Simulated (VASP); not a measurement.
Set up this calculation in VASP 6.6.1, as the native input.

```
Task                   : single point
Functional             : PBEsol
Potentials or basis    : VASP PAW PBE potentials, release 64 (Mg, O)
Cutoff                 : 520 eV
k mesh                 : 10 × 10 × 10
Occupations            : gaussian, width 0.02 eV
Spin                   : no spin polarisation
Dipole correction      : no
Further INCAR settings : ALGO = Normal; EDIFF = 1e-07; NBANDS = 11
```

The structure of MgO lies in POSCAR:

```
MgO
1.0
    0.0000000000      2.1351500000      2.1351500000
    2.1351500000      0.0000000000      2.1351500000
    2.1351500000      2.1351500000      0.0000000000
Mg O
1 1
Direct
    0.0000000000      0.0000000000      0.0000000000
    0.5210758026      0.5210758026      0.4789241974
```

The cell isn't the ideal one: one atom moved.

One way to write it, as run:

INCAR

```
  PREC = Accurate
  ENCUT = 520
  EDIFF = 1E-7
  ISMEAR = 0
  SIGMA = 0.02
  LREAL = False
  LASPH = True
  NELM = 100
  ALGO = Normal
  ISIF = 2
  LWAVE = False
  LCHARG = False
  GGA = PS
  NBANDS = 11
```

KPOINTS

```
Automatic mesh
0
Gamma
  10 10 10
```

Potentials or basis: VASP PAW PBE potentials, release 64 (Mg, O).

Run with:

```bash
$ cat potpaw_PBE.64/Mg/POTCAR potpaw_PBE.64/O/POTCAR > POTCAR
$ mpirun -np 1 vasp_std > vasp.out
```

It gave:

* Pressure: -5.6 GPa
* Largest force: 0.422 eV/Å
* Band gap on the k mesh: 4.25 eV, direct

Caveat: the PAW data sets were made with another functional, which shifts forces and pressure a little.

Wall time 7 s on 1 thread of Intel(R) Xeon(R) 6975P-C (Granite Rapids), on a shared host, peak memory 0.15 GiB.
